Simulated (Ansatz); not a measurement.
Here is an Ansatz 0.2.0 calculation.

The input input.yaml:

```yaml
crystal:
  lattice:
    - [-1.6069, 1.6069, 3.91495]
    - [1.6069, -1.6069, 3.91495]
    - [1.6069, 1.6069, -3.91495]
  atoms:
    - { symbol: W, position: [0.0, 0.0, 0.0] }
    - { symbol: Si, position: [0.6653, 0.6653, 0.0] }
    - { symbol: Si, position: [0.3347, 0.3347, 0.0] }
hamiltonian:
  xc: pbesol
  pseudopotentials: { kind: paw_fr }
magnetization:
  noncollinear: true
  spin_orbit: true
kpoints:
  mp_grid: { grid: [9, 9, 9] }
  band_path:
    path:
      - [[0.0, 0.0, 0.0], [0.0, 0.0, 0.5], [-0.084235521, 0.084235521, 0.5], [-0.2921177605, 0.2921177605, 0.2921177605], [0.0, 0.0, 0.0], [0.5, 0.5, -0.5], [0.2921177605, 0.7078822395, -0.2921177605], [0.0, 0.5, 0.0], [0.25, 0.25, 0.25], [0.5, 0.5, -0.084235521], [0.5, 0.5, -0.5]]
      - [[0.0, 0.0, 0.5], [0.25, 0.25, 0.25]]
    npoints: 14
scf:
  occupations: { method: fermi_dirac, width: 0.05 }
  n_extra_bands: 7
output:
  forces: true
  stress: true
  eigenvalues: true
  fatbands: true
```

Potentials or basis: Ansatz PAW.

Launch:

```console
$ ansatz run input.yaml --threads 2 --pin off --max-ram 5632MiB --backend cpu --events-out ev --progress --plain --runs-dir out
```

Question: Estimate the largest force.

Answer: 0.004 eV/Å.

Question: Estimate the band gap on the k mesh.

Answer: None (metal or under the smearing width).

Question: What does it give for the pressure?

Answer: -2.0 GPa.

Forces in eV/Å, atoms in the order of the input:
```
W    0.000  0.000  0.000
Si   0.000  0.000 -0.004
Si   0.000  0.000  0.004
```

Caveat: the PAW data sets come from PBE, with cores solved anew for the run's functional, which leaves a small shift of forces and pressure.
